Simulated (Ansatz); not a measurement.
# InSe (GaSe-type monolayer): G0W0 under other settings

A base run on InSe (GaSe-type monolayer), then changed inputs.

Program: Ansatz 0.2.0. Level of theory: G0W0 on PBE, plane waves, PAW; PAW set soft_1. Results are calculated unless marked as measured.

## (1) Starting point

The cell holds 4 atoms: 2 In and 2 Se. Its edges and angles: a = 4.085 Å, b = 4.085 Å, c = 33.900 Å, α = 90.0°, β = 90.0°, γ = 120.0°. Vacuum lies along c.

The structure was relaxed with PBE. The runs that relaxed it are not among those shown. The Coulomb interaction is cut off across the vacuum.

## (2) The base run: 6×6×1 mesh, 596 empty bands, screening to 66 eV, PAW set soft_1 files

Now the one-shot GW correction: screening in the RPA, then the self-energy of the levels asked for. This step takes PAW set soft_1 files.

input.yaml

```yaml
crystal:
  lattice:
    - [4.0850824946, 0.0, 0.0]
    - [-2.0425412473, 3.5377852169, 0.0]
    - [0.0, 0.0, 33.9]
  atoms:
    - { symbol: In, position: [0.3333333333, 0.6666666667, 0.5416640231] }
    - { symbol: In, position: [0.3333333333, 0.6666666667, 0.4583359769] }
    - { symbol: Se, position: [0.6666666667, 0.3333333333, 0.5792476099] }
    - { symbol: Se, position: [0.6666666667, 0.3333333333, 0.4207523901] }
  periodic: [true, true, false]
kpoints:
  mp_grid: { grid: [6, 6, 1] }
hamiltonian:
  xc: pbe
  pseudopotentials: { kind: paw, azcp: { folder: soft_1 } }
scf:
  occupations: { method: fixed }
gw:
  n_empty_bands: 596
  ecut_chi: 66.0
  qp_bands: [v2, c2]
  qp_kpoints: band_edges
  screening: { model: contour_deformation }
```

Run with:

```console
$ ansatz run input.yaml --threads 2 --pin off --max-ram 73728MiB --backend cuda --events-out ev --progress --plain --runs-dir out --devices 1 --max-vram 13GiB
```

Numbers of over 12 decimals in the logs are rounded to 6 here.

The program printed:

```text
GPUs: using 1 of 1 available (devices: 1).
Engine: ansatz 0.2.0, x86_64-unknown-linux-gnu
Pseudopotentials: kind: paw
Pseudopotential: In, paw, valence charge 13, recommended cutoff 420 eV (normal), soft_1/In.paw.azcp
Pseudopotential: Se, paw, valence charge 16, recommended cutoff 420 eV (normal), soft_1/Se.paw.azcp
Functional definition: PBE
  parameter kappa = 0.804
  parameter beta = 0.066725
  exchange = pbe_x(kappa = kappa, mu = beta*pi^2/3)
  correlation = pbe_c(beta = beta)
device memory: the entry about to start is reckoned to put 3.1 GiB on a device that reports 40.4 GiB free (of which the cap on the GPU budget leaves the run 13.0 GiB)
GPU FFT provider: cuFFT
GPU libraries: cuBLAS 13.8.2, cuFFT 12.4.0, cuSOLVER 12.3.4
Crystal: 4 atoms, lattice volume = 489.928 Å³
Basis set: ecut = 420 eV, 9533 PW (Γ)
Bands: 35, of which v1, the nominal top of the filled ones, is band 29 counted from 1 (28 counted from 0)
Symmetry: 12 space group operations
Space group: P-6m2 (ITA 187), of the structure as read, at distance tolerance 7.9e-5 Å
k-points: 7 of 36 (time reversal used)
Non-local potential: In, projectors of the file, l = 0: 2, l = 1: 2, l = 2: 2, l = 3: 1
Non-local potential: Se, projectors of the file, l = 0: 2, l = 1: 2, l = 2: 3, l = 3: 1
PAW form: soft (Blöchl's): semilocal exchange-correlation on the pseudo side does not see the compensation charge
PAW one-centre angular grid: In, 590 points (default); XC on 64 Gauss nodes
PAW one-centre angular grid: Se, 590 points (default); XC on 64 Gauss nodes
Initial density: superposition of atomic densities (neutral atoms: chi_scale 0, normalization atom)
Initial wavefunctions: pseudopotential atomic-orbital guess
GPU buffer pool allocated for 216000 grid points (all kernels)
GPU transforms: local potential and band sums: pruned to the plane-wave sphere, on 27×27×225
Functional: x = pbe(κ = 0.804, μ = 0.219515), c = pbe(β = 0.066725)
SCF iter   1: F=—  HF=-22136.565390 eV  |F-HF|=—  |Δ(HF+E_count)|=         —  Δρ=1.43e-2  dr2=2.03e0  ethr=3.10e-3  ⟨swp⟩=6.6  Hψ=988  notcnv=0  defer=28
preconditioner: auto → Resta (q_TF=auto, 1.912 Å⁻¹)  ε∞=1.6  [insulator: Δε(μ)=1.507 eV  Ē_g=13.491 eV  n_scr=62 (ndim 8)  ℏωp=10.3 eV  f_vac=0.731  ε∞_Penn≈1.6  vacuum switching on, ρ_ref=1.3e-2 e/Å³]
SCF iter   2: F=—  HF=-22136.200506 eV  |F-HF|=—  |Δ(HF+E_count)|=   3.65e-1  Δρ=7.73e-3  dr2=7.54e-1  ethr=3.10e-3  ⟨swp⟩=4.6  Hψ=525  notcnv=0  defer=28
SCF iter   3: F=—  HF=-22136.103656 eV  |F-HF|=—  |Δ(HF+E_count)|=   9.69e-2  Δρ=4.37e-3  dr2=1.46e-1  ethr=1.30e-3  ⟨swp⟩=4.6  Hψ=460  notcnv=0  defer=28
SCF iter   4: F=—  HF=-22136.091879 eV  |F-HF|=—  |Δ(HF+E_count)|=   1.18e-2  Δρ=1.89e-3  dr2=2.08e-2  ethr=2.51e-4  ⟨swp⟩=3.3  Hψ=396  notcnv=0  defer=28
[...]
NSCF: frozen V_eff on 7 k-points
G₀W₀ screening: q 1/7
[... further progress lines ...]
SCF converged after 9 iterations
Free energy (F): -22136.091155 eV
Harris-Foulkes:  -22136.091155 eV  (|F-HF|=1.40e-8)
Internal energy: -22136.091155 eV  (E = F + TS)
E sigma→0 (E₀):  -22136.091155 eV
Fermi energy:    -5.936626 eV
--- Per-component energies (eV) ---
  E_band       = -1634.406027
  E_kinetic    = 655.849312
  E_local      = -132205.060910  (includes V_loc(G=0)·N_el)
  E_nonlocal   = -54.302206
  E_hartree    = 65629.033511
  E_xc         = -454.584234
  E_vxc        = -357.409993  (∫ρ·V_xc dr)
  E_paw        = -12679.307049  (= ΣΔE_a)
  E_vpaw       = -931.556055  (= ΣTr[D̂ρ^β])
  E_aug_tail   = -0.000463  (compensation charges beyond the density's cutoff)
  E_ewald      = 56972.280883
  E_smearing   = -0.000000  (= −TS)
  E_closure    = 0.000000  (closes the sum)
  Σ components = -22136.091155   (vs F -22136.091155, Δ=0.00e0)
--- Band table (eV; the first three rows and the last of 7) ---
  k-point 0: bands = [... 25 lower, -6.5272, -6.4548, -6.4548, -6.0022, -4.5363, -3.3182, -1.0597 (-1.0597°), -1.0597 (-1.0597°), ... 2 higher]
  k-point 1: bands = [... 25 lower, -7.3896, -6.8175, -6.7128, -5.9366, -3.6258, -2.6144, -1.7300, -0.8432 (-0.8432°), ... 2 higher]
  k-point 2: bands = [... 25 lower, -7.6217, -7.3054, -7.1535, -6.2953, -3.4872, -3.4838, -1.4713, -1.2384, ... 2 higher]
  k-point 6: bands = [... 25 lower, -8.6751, -7.6550, -7.2109, -7.0088, -3.3397, -2.9848, -1.9244, -0.8829, ... 2 higher]
  ° read free of the cell's end (the report's vacuum.weakly_bound_levels)
--- G₀W₀: contour deformation, 7 samples at zero and on the imaginary axis and 2 off it, 36 q-points, 596 empty bands' worth ---
  eigenvalues of the whole cell's RPA ε∞ on this k-mesh (on a slab, of 1 + 4πα/V) = 1.2074, 2.7337, 2.7337; static W/v taken at q = 0 is 0.544740
  gw.qp_kpoints: band_edges: 7 of 7 stored k-points solved, in 1 pass; an edge of the gap read off the rows below is read off those points alone
    ik  band        ε_KS         Σx   Σc(E_QP)       V_xc       Z   E_QP_lin       E_QP  E_QP is
     0    28     -6.4548   -17.8006     1.7372   -15.4982  0.7328    -7.0295    -7.0200  root
     0    29     -6.0022   -15.2630     1.2995   -13.3301  0.7389    -6.6470    -6.6355  root
     0    30     -4.5363   -10.0034    -2.6867   -13.2199  0.7689    -4.0010    -4.0065  root
     0    31     -3.3182    -8.0588    -3.3470   -11.9514  0.7715    -2.7711    -2.7727  root
     1    28     -6.7128   -17.5877     1.8143   -15.1820  0.7297    -7.3154    -7.3041  root
     1    29     -5.9366   -15.5411     1.3037   -13.6012  0.7409    -6.5841    -6.5728  root
     1    30     -3.6258   -10.7541    -2.9585   -14.3535  0.7584    -2.9748    -2.9849  root
     1    31     -2.6144    -7.4602    -3.5226   -11.5105  0.7651    -2.0803    -2.0868  root
[...]
6    28     -7.2109   -16.7726     2.2525   -13.8624  0.7015    -7.8885    -7.8686  root
     6    29     -7.0088   -14.7546     1.3261   -12.7056  0.7438    -7.7477    -7.7316  root
     6    30     -3.3397    -6.7876    -3.0560   -10.1730  0.7707    -3.0076    -3.0102  root
     6    31     -2.9848   -10.4629    -3.4138   -14.5992  0.7562    -2.2472    -2.2624  root
```

Elapsed: 47 s, on 1 × NVIDIA H100 80GB HBM3 (shared by 6 runs) with 2 threads of AMD EPYC 7R13 (Zen 3), shared host; peak memory 2.5 GiB.

Numbers from this step:

```
bands summed                                 : 625
plane waves in the screening matrix          : 615
q-points in the mesh                         : 36
G0W0 gap on the mesh                         : 2.566 eV
k of the valence top                         : 0, 0.1667, 0
k of the conduction bottom                   : 0, 0, 0
starting gap on the mesh                     : 1.400 eV
Z at the valence top                         : 0.7409
Z at the conduction bottom                   : 0.7689
least direct G0W0 gap on the computed points : 2.629 eV
```

The gap on the mesh goes from 1.40 eV to 2.57 eV, a correction of +1.17 eV. Between the two edge states, bare exchange in place of the xc potential would open the gap by 5.16 eV, and correlation takes back 3.99 eV.

## (3) Variant: frequency model

Edit input.yaml of step 2 so:

```diff
@@ -23,2 +23,2 @@
   qp_kpoints: band_edges
-  screening: { model: contour_deformation }
+  screening: { model: godby_needs }
```

The program printed:

```text
GPUs: using 1 of 1 available (devices: 1).
[...]
GPU FFT provider: cuFFT
GPU libraries: cuBLAS 13.8.2, cuFFT 12.4.0, cuSOLVER 12.3.4
Crystal: 4 atoms, lattice volume = 489.928 Å³
Basis set: ecut = 420 eV, 9533 PW (Γ)
Bands: 35, of which v1, the nominal top of the filled ones, is band 29 counted from 1 (28 counted from 0)
[... 1 set-up line as in the run before ...]
[...]
k-points: 7 of 36 (time reversal used)
[...]
GPU buffer pool allocated for 216000 grid points (all kernels)
[...]
SCF iter   1: F=—  HF=-22136.565390 eV  |F-HF|=—  |Δ(HF+E_count)|=         —  Δρ=1.43e-2  dr2=2.03e0  ethr=3.10e-3  ⟨swp⟩=6.6  Hψ=988  notcnv=0  defer=28
[...]
SCF iter   9: F=-22136.091155 eV  HF=-22136.091155 eV  |F-HF|=1.40e-8  |Δ(HF+E_count)|=   4.31e-7  Δρ=2.97e-6  dr2=2.90e-8  ethr=1.72e-10  ⟨swp⟩=18.0  Hψ=1602  notcnv=0
SCF 1 converged in 9 iterations: F = -22136.091155 eV  dr2 = 2.90e-8
[...]
NSCF: frozen V_eff on 7 k-points
[...]
G₀W₀ screening: q 1/7
[... further progress lines ...]
SCF converged after 9 iterations
Free energy (F): -22136.091155 eV
[...]
Internal energy: -22136.091155 eV  (E = F + TS)
E sigma→0 (E₀):  -22136.091155 eV
Fermi energy:    -5.936626 eV
[...]
--- Band table (eV; the first three rows and the last of 7) ---
  k-point 0: bands = [... 25 lower, -6.5272, -6.4548, -6.4548, -6.0022, -4.5363, -3.3182, -1.0597 (-1.0597°), -1.0597 (-1.0597°), ... 2 higher]
  k-point 1: bands = [... 25 lower, -7.3896, -6.8175, -6.7128, -5.9366, -3.6258, -2.6144, -1.7300, -0.8432 (-0.8432°), ... 2 higher]
  k-point 2: bands = [... 25 lower, -7.6217, -7.3054, -7.1535, -6.2953, -3.4872, -3.4838, -1.4713, -1.2384, ... 2 higher]
  k-point 6: bands = [... 25 lower, -8.6751, -7.6550, -7.2109, -7.0088, -3.3397, -2.9848, -1.9244, -0.8829, ... 2 higher]
  ° read free of the cell's end (the report's vacuum.weakly_bound_levels)
--- G₀W₀: ω_p = 26.7500 eV, 36 q-points, 596 empty bands' worth ---
[...]
GN-PPA: 5831964/12856881 pairs with Re ω̃² < 0 across q-mesh
[...]
0    28     -6.4548   -17.8006     1.7074   -15.4982  0.7766    -7.0533    -7.0498  root
     0    29     -6.0022   -15.2630     1.2414   -13.3301  0.7870    -6.7013    -6.6937  root
     0    30     -4.5363   -10.0034    -2.6401   -13.2199  0.8024    -3.9580    -3.9598  root
     0    31     -3.3182    -8.0588    -3.3516   -11.9514  0.8096    -2.7756    -2.7772  root
     1    28     -6.7128   -17.5877     1.7719   -15.1820  0.7760    -7.3506    -7.3465  root
     1    29     -5.9366   -15.5411     1.2434   -13.6012  0.7880    -6.6395    -6.6331  root
     1    30     -3.6258   -10.7541    -2.8861   -14.3535  0.7948    -2.9076    -2.9125  root
     1    31     -2.6144    -7.4602    -3.5159   -11.5105  0.8051    -2.0774    -2.0801  root
[...]
6    28     -7.2109   -16.7726     2.1473   -13.8624  0.7710    -7.9816    -7.9738  root
     6    29     -7.0088   -14.7546     1.2224   -12.7056  0.7893    -7.8459    -7.8353  root
     6    30     -3.3397    -6.7876    -3.0818   -10.1730  0.8118    -3.0352    -3.0360  root
     6    31     -2.9848   -10.4629    -3.3302   -14.5992  0.7956    -2.1669    -2.1788  root
```

Elapsed: 46 s, on 1 × NVIDIA H100 80GB HBM3 (shared by 6 runs) with 2 threads; peak memory 3.3 GiB.

The G0W0 gap on the mesh is 2.673 eV.

Against the base:

| setting | base | variant |
| --- | --- | --- |
| frequency model | contour deformation | plasmon pole |

| quantity | variant | base |
| --- | --- | --- |
| starting gap on the mesh | 1.400 | 1.400 |
| G0W0 gap on the mesh | 2.673 | 2.566 |
| least direct G0W0 gap on the computed points | 2.734 | 2.629 |
| Z at the valence top | 0.788 | 0.741 |
| Z at the conduction bottom | 0.802 | 0.769 |

## (4) What came out

* base: 2.57 eV, 47 s
* frequency model: 2.67 eV, 46 s

What this shows: Frequency model: the gap moves by +0.11 eV. All runs here use a coarse mesh and modest cutoffs; they test settings and are not final values. The mesh in the plane is coarse for a sheet; gap and any exciton binding can still move on denser ones. The many-body steps are scalar-relativistic: spin-orbit coupling is not in them.

[Paths, hosts, dates, memory and timing lines, banners, echoed tables and standing remarks are left out of the program output.]

[Logs are printed without paths, hosts, clocks, repeated set-up lines and the standing remarks that a program may print on its own settings, such as how far it seeks lower states.]

[Runs of the session that timed out or met a known fault of the program may be left out.]

[Cells called generated may have been cut or substituted from an entry of the Crystallography Open Database or the Materials Project.]

[Hosts, paths, dates, database ids (printed as entryN), source tags and the programs' standing remarks are cut or masked in the printed files.]
